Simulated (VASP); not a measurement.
# SiO2 (Stishovite) (P4_2/mnm) in VASP: notebook

Runs on SiO2 (Stishovite). Level: PBEsol. Tasks: relaxation of cell and atoms, relaxation of shape and atoms at fixed volume.

Everything below comes from runs of VASP 6.6.1. Logs are shortened: lines on timing, memory, paths and dates and some standing lists are left out, and cuts for length are marked.

## (1) Starting point

It takes space group P4_2/mnm (No. 136, tetragonal). Conventional cell: a = 4.192 Å, b = 4.192 Å, c = 2.683 Å, α = 90.00°, β = 90.00°, γ = 90.00°. Si (site symmetry mmm) has 6 O at 1.77 to 1.81 Å as nearest neighbours. O (site symmetry m2m) has 3 Si at 1.77 to 1.81 Å as nearest neighbours.

## (2) Relaxation of cell and atoms, PBEsol

File INCAR:

```
SYSTEM = SiO2
PREC = Accurate
ENCUT = 600
EDIFF = 1E-7
ISMEAR = 0
SIGMA = 0.03
LREAL = .FALSE.
LASPH = .TRUE.
NELM = 80
ALGO = Normal
ISIF = 3
LWAVE = .FALSE.
LCHARG = .FALSE.
GGA = PS
IBRION = 2
NSW = 90
EDIFFG = -0.005
KPAR = 2
```

File KPOINTS:

```
regular mesh
0
G
  8 8 10
  0 0 0
```

File POSCAR:

```
SiO2                                    
1.0
    4.1920503188     -0.0000000000      0.0000000000
   -0.0000000000      4.1920503188      0.0000000000
    0.0000000000      0.0000000000      2.6827024090
  Si              O             
     2     4
Direct
     0.0000000000000000    0.0000000000000000    0.0000000000000000
     0.5000000000000000    0.5000000000000000    0.5000000000000000
     0.3058244602396206    0.3058244602396206    0.0000000000000000
     0.1941755397603795    0.8058244602396205    0.5000000000000000
     0.6941755397603795    0.6941755397603795    0.0000000000000000
     0.8058244602396205    0.1941755397603795    0.5000000000000000
```

Potentials or basis: VASP PAW PBE potentials, release 64 (Si, O).

Started as:

```console
$ cat potpaw_PBE.64/Si/POTCAR potpaw_PBE.64/O/POTCAR > POTCAR
$ mpirun -np 2 vasp_std > vasp.out
```

OUTCAR:

```text
SYSTEM = SiO2
   PREC = Accurate
   ENCUT = 600
   EDIFF = 1E-7
   ISMEAR = 0
   LREAL = .FALSE.
   LASPH = .TRUE.
   NELM = 80
   ISIF = 3
   GGA = PS
   IBRION = 2
   NSW = 90
   EDIFFG = -0.005

 ion  position               nearest neighbor table
   1  0.000  0.000  0.000-   4 1.77   6 1.77   4 1.77   6 1.77   5 1.81   3 1.81
   2  0.500  0.500  0.500-   3 1.77   5 1.77   3 1.77   5 1.77   4 1.81   6 1.81
   3  0.306  0.306  0.000-   2 1.77   2 1.77   1 1.81
   4  0.194  0.806  0.500-   1 1.77   1 1.77   2 1.81
   5  0.694  0.694  0.000-   2 1.77   2 1.77   1 1.81
   6  0.806  0.194  0.500-   1 1.77   1 1.77   2 1.81

  LATTYP: Found a simple tetragonal cell.
 ALAT       =     4.1920503188
 C/A-ratio  =     0.6399499541

  Lattice vectors:

 A1 = (   4.1920503188,   0.0000000000,   0.0000000000)
 A2 = (   0.0000000000,   4.1920503188,   0.0000000000)
 A3 = (   0.0000000000,   0.0000000000,   2.6827024090)

Analysis of symmetry for initial positions (statically):
=====================================================================
 Subroutine PRICEL returns:
 Original cell was already a primitive cell.

 Routine SETGRP: Setting up the symmetry group for a
 simple tetragonal supercell.

 Subroutine GETGRP returns: Found 16 space group operations
 (whereof  8 operations were pure point group operations)
 out of a pool of 16 trial point group operations.

The static configuration has the point symmetry D_2h.
 The point group associated with its full space group is D_4h.

Analysis of symmetry for dynamics (positions and initial velocities):
=====================================================================
 Subroutine PRICEL returns:
 Original cell was already a primitive cell.

 Routine SETGRP: Setting up the symmetry group for a
 simple tetragonal supercell.

 Subroutine GETGRP returns: Found 16 space group operations
 (whereof  8 operations were pure point group operations)
 out of a pool of 16 trial point group operations.

The dynamic configuration has the point symmetry D_2h.
 The point group associated with its full space group is D_4h.

 Subroutine INISYM returns: Found 16 space group operations
 (whereof  8 operations are pure point group operations),
 and found     1 'primitive' translations

----------------------------------------------------------------------------------------

                                     Primitive cell

  volume of cell :      47.1439

  direct lattice vectors                    reciprocal lattice vectors
     4.192050319  0.000000000  0.000000000     0.238546755  0.000000000  0.000000000
     0.000000000  4.192050319  0.000000000     0.000000000  0.238546755  0.000000000
     0.000000000  0.000000000  2.682702409     0.000000000  0.000000000  0.372758453

  length of vectors
     4.192050319  4.192050319  2.682702409     0.238546755  0.238546755  0.372758453

  position of ions in fractional coordinates (direct lattice)
     0.000000000  0.000000000  0.000000000
     0.500000000  0.500000000  0.500000000
     0.305824460  0.305824460  0.000000000
     0.194175540  0.805824460  0.500000000
     0.694175540  0.694175540  0.000000000
     0.805824460  0.194175540  0.500000000

  ion indices of the primitive-cell ions
   primitive index   ion index
                 1           1
                 2           2
                 3           3
                 4           4
                 5           5
                 6           6

----------------------------------------------------------------------------------------

 KPOINTS: regular mesh

Automatic generation of k-mesh.
 Grid dimensions read from file:
 generate k-points for:    8    8   10

 Generating k-lattice:

  Cartesian coordinates                     Fractional coordinates (reciprocal lattice)
     0.029818344  0.000000000  0.000000000     0.125000000  0.000000000  0.000000000
     0.000000000  0.029818344  0.000000000     0.000000000  0.125000000  0.000000000
     0.000000000  0.000000000  0.037275845     0.000000000  0.000000000  0.100000000

  Length of vectors
     0.029818344  0.029818344  0.037275845

  Shift w.r.t. Gamma in fractional coordinates (k-lattice)
     0.000000000  0.000000000  0.000000000

 Subroutine IBZKPT returns following result:
 ===========================================

 Found     90 irreducible k-points:

 Following reciprocal coordinates:
            Coordinates               Weight
  0.000000  0.000000  0.000000      1.000000
  0.125000  0.000000  0.000000      4.000000
  0.250000  0.000000  0.000000      4.000000
  0.375000  0.000000  0.000000      4.000000
  0.500000  0.000000  0.000000      2.000000
  0.125000  0.125000  0.000000      4.000000
[... 16 lines left out ...]
  0.375000  0.125000  0.100000     16.000000
  0.500000  0.125000  0.100000      8.000000
 [... further k-points ...]
   k-points           NKPTS =     90   k-points in BZ     NKDIM =     90   number of bands    NBANDS=     20
   number of dos      NEDOS =    301   number of ions     NIONS =      6
   total plane-waves  NPLWV =  31104
   dimension x,y,z NGX =    36 NGY =   36 NGZ =   24
   dimension x,y,z NGXF=    72 NGYF=   72 NGZF=   48
   ions per type =               2   4
   NGX,Y,Z   is equivalent  to a cutoff of  14.28, 14.28, 14.87 a.u.
   NGXF,Y,Z  is equivalent  to a cutoff of  28.55, 28.55, 29.75 a.u.
 SYSTEM =  SiO2
   PREC   = accura    normal or accurate (medium, high low for compatibility)
   ISTART =      0    job   : 0-new  1-cont  2-samecut
   ICHARG =      2    charge: 1-file 2-atom 10-const
   ISPIN  =      1    spin polarized calculation?
   LNONCOLLINEAR =      F non collinear calculations
   LSORBIT =      F    spin-orbit coupling
   LASPH  =      T    aspherical Exc in radial PAW
   ENCUT  =  600.0 eV  44.10 Ry    6.64 a.u.   8.37  8.37  5.36*2*pi/ulx,y,z
   NELM   =     80;   NELMIN=  2; NELMDL= -5     # of ELM steps
   EDIFF  = 0.1E-06   stopping-criterion for ELM
   LREAL  =      F    real-space projection
   EDIFFG = -.5E-02   stopping-criterion for IOM
   NSW    =     90    number of steps for IOM
   IBRION =      2    ionic relax: 0-MD 1-quasi-New 2-CG
   NFREE  =      1    steps in history (QN), initial steepest desc. (CG)
   ISIF   =      3    stress and relaxation
   ISYM   =      2    0-nonsym 1-usesym 2-fastsym
   POTIM  = 0.5000    time-step for ionic-motion
   TEBEG  =    0.0;   TEEND  =   0.0 temperature during run
   PSTRESS=    0.0 pullay stress
   NELECT =      32.0000    total number of electrons
   NUPDOWN=      -1.0000    fix difference up-down
   EMIN   =  10.00;   EMAX   =-10.00  energy-range for DOS
   EFERMI =   0.00;   METHOD = LEGACY
   ISMEAR =     0;   SIGMA  =   0.03  broadening in eV -4-tet -1-fermi 0-gaus
   EFERMI_NEDOS =   21; number of points for ismear=-14 and -15
   IALGO  =     38    algorithm
   IMIX   =      4    mixing-type and parameters
     AMIX     =   0.40;   BMIX     =  1.00
     AMIX_MAG =   1.60;   BMIX_MAG =  1.00
  volume/ion in A,a.u.               =       7.86        53.02
  Fermi-wavevector in a.u.,A,eV,Ry     =   1.438742  2.718829 28.163778  2.069979
  Thomas-Fermi vector in A             =   2.557675
   LORBIT       =      0    0 simple, 1 ext, 2 COOP (PROOUT), +10 PAW based schemes
   GGA     = PS    functional components
   LHFCALC =     F    Hartree Fock is set to
   AEXX    =    0.0000 exact exchange contribution
   IVDW    =     0    specifies the selected vdW correction
   LEPSILON=     F    determine dielectric tensor
   LRPA    =     F    only Hartree local field effects (RPA)
 conjugate gradient relaxation of ions
 non-spin polarized calculation
 Gauss-broadening in eV      SIGMA  =   0.03
  energy-cutoff  :      600.00
  volume of cell :       47.14
 maximum number of plane-waves:      1596
 NGX is ok and might be reduce to    36
   NGX = 17   NGY = 17   NGZ = 11

 number of electron      32.0000001 magnetization

 Free energy of the ion-electron system (eV)
  ---------------------------------------------------
  ext. energy  EPLUGINS =         0.00000000
  ---------------------------------------------------
  free energy    TOTEN  =       -48.99863858 eV

  energy without entropy =      -48.99863858  energy(sigma->0) =      -48.99863858

 E-fermi :   8.1483     XC(G=0): -12.4665

 val. band max:        8.0049302040   @ k =   0.0000   0.0000   0.0000
 cond. band min:      13.3421905055   @ k =   0.0000   0.0000   0.0000
 fundamental gap:      5.3372603015
 Fermi energy:         8.1482995079

 k-point     1 :       0.0000    0.0000    0.0000
  band No.  band energies     occupation
      1     -14.4392      2.00000
      2     -10.8113      2.00000
      3     -10.8113      2.00000
      4     -10.5639      2.00000
      5      -2.8752      2.00000
      6       1.5750      2.00000
[... 12 lines left out ...]
     19      16.2102      0.00000
     20      16.2102      0.00000

 k-point     2 :       0.1250    0.0000    0.0000
  band No.  band energies     occupation
      1     -14.3574      2.00000
      2     -11.2618      2.00000
      3     -10.7694      2.00000
      4     -10.2902      2.00000
      5      -2.7625      2.00000
      6       1.0977      2.00000
[... 12 lines left out ...]
     19      16.2355      0.00000
     20      16.2594      0.00000
[... 465 lines left out ...]
      3     -10.5741      2.00000
      4     -10.1846      2.00000
      5      -1.6939      2.00000
      6      -0.3653      2.00000
[... 12 lines left out ...]
     19      17.0746      0.00000
     20      17.5255      0.00000

 k-point    24 :       0.5000    0.1250    0.1000
  band No.  band energies     occupation
      1     -13.0311      2.00000
      2     -13.0311      2.00000
      3     -10.3659      2.00000
      4     -10.3659      2.00000
      5      -1.0651      2.00000
      6      -1.0651      2.00000
[... 12 lines left out ...]
     19      17.4825      0.00000
     20      17.4825      0.00000

 [... further k-points ...]

------------------------ aborting loop because EDIFF is reached ----------------------------------------

  FORCE on cell =-STRESS in cart. coord.  units (eV):
  Direction    XX          YY          ZZ          XY          YZ          ZX
  --------------------------------------------------------------------------------------
  -------------------------------------------------------------------------------------
  Total       -0.0037547     -0.0037547     -0.0081055      0.0000000      0.0000000      0.0000000
  in kB       -0.1276028     -0.1276028     -0.2754634      0.0000000      0.0000000      0.0000000
  external PRESSURE =      -0.1768897 kB  Pullay stress =       0.0000000 kB

 VOLUME and BASIS-vectors are now :
 -----------------------------------------------------------------------------
  energy-cutoff  :      600.00
  volume of cell :       47.14
      direct lattice vectors                 reciprocal lattice vectors
     4.192050319  0.000000000  0.000000000     0.238546755  0.000000000  0.000000000
     0.000000000  4.192050319  0.000000000     0.000000000  0.238546755  0.000000000
     0.000000000  0.000000000  2.682702409     0.000000000  0.000000000  0.372758453

 POSITION                                       TOTAL-FORCE (eV/Angst)
 -----------------------------------------------------------------------------------
      0.00000      0.00000      0.00000         0.000000      0.000000      0.000000
      2.09603      2.09603      1.34135         0.000000      0.000000      0.000000
      1.28203      1.28203      0.00000         0.000449      0.000449      0.000000
      0.81399      3.37806      1.34135        -0.000449      0.000449      0.000000
      2.91002      2.91002      0.00000        -0.000449     -0.000449     -0.000000
      3.37806      0.81399      1.34135         0.000449     -0.000449     -0.000000
 -----------------------------------------------------------------------------------
    total drift:                                0.000000      0.000000      0.000000

  FREE ENERGIE OF THE ION-ELECTRON SYSTEM (eV)
  ---------------------------------------------------
  free  energy   TOTEN  =       -48.9986385766 eV

  energy  without entropy=      -48.9986385766  energy(sigma->0) =      -48.99863858

 reached required accuracy - stopping structural energy minimisation
```

It took 34 s on 2 MPI ranks of AMD EPYC 7R13 (Zen 3), shared host; peak memory 0.2 GiB.

What came out:

| Item | Value |
| --- | --- |
| Free energy | -48.9986 eV |
| Pressure after relaxing | 0.0 GPa |
| Band gap on the k mesh | 5.34 eV, direct |

Final structure:
```
Si O
1.0
     4.19205    0.00000    0.00000
     0.00000    4.19205    0.00000
     0.00000    0.00000    2.68270
Si O
2 4
Direct
  0.00000 0.00000 0.00000
  0.50000 0.50000 0.50000
  0.30582 0.30582 0.00000
  0.19418 0.80582 0.50000
  0.69418 0.69418 0.00000
  0.80582 0.19418 0.50000
```

Caveat: the relaxation stopped at its first step, so nothing moved; the PAW data sets were made with another functional, which shifts forces and pressure a little. A k mesh can miss the band edges.

## (3) Relaxation of shape and atoms at fixed volume, PBEsol (a relaxed cell with its volume scaled by 0.94)

File INCAR:

```
SYSTEM = SiO2
PREC = Accurate
ENCUT = 600
EDIFF = 1E-7
ISMEAR = 0
SIGMA = 0.03
LREAL = .FALSE.
LASPH = .TRUE.
NELM = 80
ALGO = Fast
ISIF = 4
LWAVE = .FALSE.
LCHARG = .FALSE.
GGA = PS
IBRION = 2
NSW = 40
EDIFFG = -0.01
KPAR = 2
```

KPOINTS is that of step 2.

File POSCAR:

```
SiO2                                    
1.0
    4.1064742593      0.0000000000      0.0000000000
    0.0000000000      4.1064742593      0.0000000000
    0.0000000000      0.0000000000      2.6279380137
  Si              O             
     2     4
Direct
     0.0000000000000000    0.0000000000000000    0.0000000000000000
     0.5000000000000000    0.5000000000000000    0.5000000000000000
     0.3058244602396201    0.3058244602396201    0.0000000000000000
     0.1941755397603799    0.8058244602396201    0.5000000000000000
     0.6941755397603799    0.6941755397603799    0.0000000000000000
     0.8058244602396201    0.1941755397603799    0.5000000000000000
```

Potentials or basis: VASP PAW PBE potentials, release 64 (Si, O).

Started as:

```console
$ cat potpaw_PBE.64/Si/POTCAR potpaw_PBE.64/O/POTCAR > POTCAR
$ mpirun -np 2 vasp_std > vasp.out
```

Wall time 2.4 min (2 MPI ranks of AMD EPYC 7R13 (Zen 3), shared host); peak memory 0.2 GiB.

It converged, with:

```yaml
Free_energy: -48.8139 eV
Energy_gained_by_relaxing: 2.4 meV/atom
Ionic_steps: 5
Pressure_after_relaxing: 20.9 GPa
Band_gap_on_the_k_mesh: 6.35 eV, direct
```

The path:
| step | energy change (eV) | largest force (eV/Å) | pressure (GPa) |
| --- | --- | --- | --- |
| 1 | 0.0000 | 0.4332 | 22.45 |
| 2 | -0.0085 | 0.3392 | 20.17 |
| 3 | -0.0138 | 0.0441 | 20.94 |
| 4 | -0.0146 | 0.0108 | 20.86 |
| 5 | -0.0146 | 0.0003 | 20.87 |

Final structure:
```
Si O
1.0
     4.09276    0.00000    0.00000
     0.00000    4.09276    0.00000
     0.00000    0.00000    2.64558
Si O
2 4
Cartesian
  0.0000 0.0000 0.0000
  2.0464 2.0464 1.3228
  1.2433 1.2433 0.0000
  0.8031 3.2897 1.3228
  2.8495 2.8495 0.0000
  3.2897 0.8031 1.3228
```

Levels at points of the mesh, in eV from the valence-band top:
| k point | band 14 | band 15 | band 16 | band 17 | band 18 | band 19 |
| --- | --- | --- | --- | --- | --- | --- |
| (0.00, 0.00, 0.00) | -0.93 | -0.93 | 0.00 | 6.35 | 6.55 | 8.53 |
| (0.50, 0.00, 0.00) | -2.83 | -1.11 | -1.11 | 8.17 | 8.17 | 9.15 |
| (0.50, 0.50, 0.00) | -2.97 | -2.47 | -2.47 | 7.86 | 7.86 | 10.28 |
| (0.00, 0.00, 0.50) | -3.48 | -2.88 | -2.88 | 9.67 | 9.67 | 12.89 |
| (0.50, 0.00, 0.50) | -2.41 | -1.92 | -1.92 | 9.12 | 9.12 | 10.39 |
| (0.50, 0.50, 0.50) | -1.79 | -1.71 | -1.71 | 7.59 | 7.59 | 11.32 |

Caveat: the PAW data sets were made with another functional, which shifts forces and pressure a little. A k mesh can miss the band edges.

[end of part 1 of 2]
